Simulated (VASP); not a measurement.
# From an Ansatz input to VASP: PbF$_{2}$ (strained database structure)

Ansatz input

```yaml
crystal:
  lattice:
    - [5.5999831736, 0.0, 0.0]
    - [0.0, 2.7999980605, 3.1126188749]
    - [0.0, -2.7999980605, 3.1126188749]
  atoms:
    - { symbol: Pb, position: [0.5, 0.9699092191, 0.9699092191] }
    - { symbol: Pb, position: [0.0, 0.4699092191, 0.4699092191] }
    - { symbol: F, position: [0.75, 0.9699218905, 0.4699218904] }
    - { symbol: F, position: [0.25, 0.4699218904, 0.9699218905] }
    - { symbol: F, position: [0.75, 0.4699218904, 0.9699218905] }
    - { symbol: F, position: [0.25, 0.9699218905, 0.4699218904] }
kpoints:
  mp_grid: { grid: [4, 6, 6] }
  band_path:
    path:
      - [0.0, 0.0, 0.0]
      - [0.0, 0.5000003589, -0.5000003589]
      - [0.2499996014, 0.6250004685, -0.3750002494]
      - [0.7499988043, 0.3750002692, -0.3750002692]
      - [0.4999992029, 0.5000003986, 3.96e-08]
      - [0.4999992029, 0.5000003589, -0.5000003589]
      - [0.0, 0.450000323, -0.450000323]
      - [0.171875, -0.5, -0.5]
      - [-0.041667, 0.0, 0.0]
    npoints: 1
hamiltonian:
  xc: pbe
scf:
  occupations: { method: fermi_dirac, width: 0.02 }
  n_extra_bands: 5
output:
  forces: true
  stress: true
  eigenvalues: true
  write_density: true
  write_potential: true
  elf: true
  volumetric_format: npy
```

Task: Which VASP files do the same job?

Result: 

INCAR

```
NBANDS = 37
ENCUT = 520
PREC = Accurate
EDIFF = 1E-7
LASPH = .TRUE.
NSW = 0
LCHARG = .FALSE.
ISIF = 2
GGA = PE
NELM = 120
LREAL = .FALSE.
SIGMA = 0.02
ISMEAR = -1
LWAVE = .FALSE.
IBRION = -1
```

KPOINTS

```
KPOINTS created by Atomic Simulation Environment
0
Gamma
4 6 6
0 0 0
```

KPOINTS_OPT

```
special points
9
Reciprocal
0.0000000000 0.0000000000 0.0000000000 1
0.0000000000 0.5000003589 -0.5000003589 1
0.2499996014 0.6250004685 -0.3750002494 1
0.7499988043 0.3750002692 -0.3750002692 1
0.4999992029 0.5000003986 0.0000000396 1
0.4999992029 0.5000003589 -0.5000003589 1
0.0000000000 0.4500003230 -0.4500003230 1
0.1718750000 -0.5000000000 -0.5000000000 1
-0.0416670000 0.0000000000 0.0000000000 1
```

POSCAR

```
Pb F
 1.0000000000000000
     5.5999831736000001    0.0000000000000000    0.0000000000000000
     0.0000000000000000    2.7999980605000001    3.1126188748999999
     0.0000000000000000   -2.7999980605000001    3.1126188748999999
 Pb  F
   2   4
Cartesian
  2.7999915867999996  0.0000000000000001  6.0379154846203589
  0.0000000000000000 -0.0000000000000001  2.9252966097203594
  4.1999873801999996  1.3999990302500005  4.4816849293367209
  1.3999957933999998 -1.3999990302500005  4.4816849293367209
  4.1999873801999996 -1.3999990302500005  4.4816849293367209
  1.3999957933999998  1.3999990302500005  4.4816849293367209
```

VASP ran with the recommended PBE PAW datasets (56 valence electrons in the cell). Other inputs would serve too.

|  | Ansatz | VASP |
| --- | --- | --- |
| gap between bands v and c | 3.98 eV | 3.97 eV |
| least direct gap | 3.98 eV | 3.98 eV |
| pressure | 8.1 GPa | 7.9 GPa |

The two codes use different PAW datasets and cutoffs. VASP's cell holds 56 valence electrons and Ansatz's 56. Ansatz's stress includes a Pulay correction; VASP's doesn't.
